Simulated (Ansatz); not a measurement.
# WSe₂: what symmetry allows forces and stress to be

```
CELL_PARAMETERS angstrom
3.25538 0.00000 0.00000
-1.62769 2.81924 0.00000
0.00000 0.00000 22.17120
ATOMIC_POSITIONS crystal
W 0.66667 0.33333 0.14121
W 0.33333 0.66667 0.86039
Se 0.33333 0.66667 0.21672
Se 0.66667 0.33333 0.92057
Se 0.33333 0.66667 0.06363
Se 0.66667 0.33333 0.79748
```

Theory: DFT PBE, scalar-relativistic, plane waves, PAW (Ansatz).

Cutoff 420 eV; k points 9×9×2 on the computed 6-atom cell (Γ-centred); Gaussian smearing, width 0.02 eV; no spin polarisation.

This distorted cell has space group P3m1, with 6 operations.

Without a calculation: in which directions can each atom feel a force?

A force must be left unchanged by every operation that keeps its atom in place, so it lies in the space that those operations leave fixed. Atoms that the group maps onto each other feel forces of one size.
```json
{"atom": "W1", "site symmetry": "3m.", "operations at the site": "6", "equivalent to atom": "1", "allowed force (Cartesian)": "along (0.00, 0.00, 1.00)"}
{"atom": "W2", "site symmetry": "3m.", "operations at the site": "6", "equivalent to atom": "2", "allowed force (Cartesian)": "along (0.00, 0.00, 1.00)"}
{"atom": "Se3", "site symmetry": "3m.", "operations at the site": "6", "equivalent to atom": "3", "allowed force (Cartesian)": "along (0.00, 0.00, 1.00)"}
{"atom": "Se4", "site symmetry": "3m.", "operations at the site": "6", "equivalent to atom": "4", "allowed force (Cartesian)": "along (0.00, 0.00, 1.00)"}
{"atom": "Se5", "site symmetry": "3m.", "operations at the site": "6", "equivalent to atom": "5", "allowed force (Cartesian)": "along (0.00, 0.00, 1.00)"}
{"atom": "Se6", "site symmetry": "3m.", "operations at the site": "6", "equivalent to atom": "6", "allowed force (Cartesian)": "along (0.00, 0.00, 1.00)"}
```

That leaves 6 independent force components of 18, tied by 1 condition that the forces sum to zero, so 5 remain. A relaxation in this cell that keeps the symmetry moves the atoms in these directions alone.

And the stress tensor?

It must be invariant under the point group, which leaves 2 independent components: yz, xz, xy vanish; xx = yy.

Do the computed values obey this?

Yes. Forces (eV/Å):
```
W1   0.000  0.000 -0.629
W2   0.000  0.000 -1.422
Se3  0.000  0.000  0.445
Se4  0.000  0.000  9.424
Se5  0.000  0.000  0.342
Se6  0.000  0.000 -8.161
```

Stress (GPa, compression positive, xx yy zz yz xz xy): 12.72 12.72 19.76 0.00 0.00 0.00. The program imposes the same operations on density, forces and stress, so this confirms the analysis and is no independent test of the calculation.

Spin–orbit coupling is left out, which can shift energies with elements as heavy as these. The cell holds layers, and where no dispersion correction was added their binding is poorly described. The smearing is narrow for a metal on this mesh.

This form isn't the usual stable structure of the compound.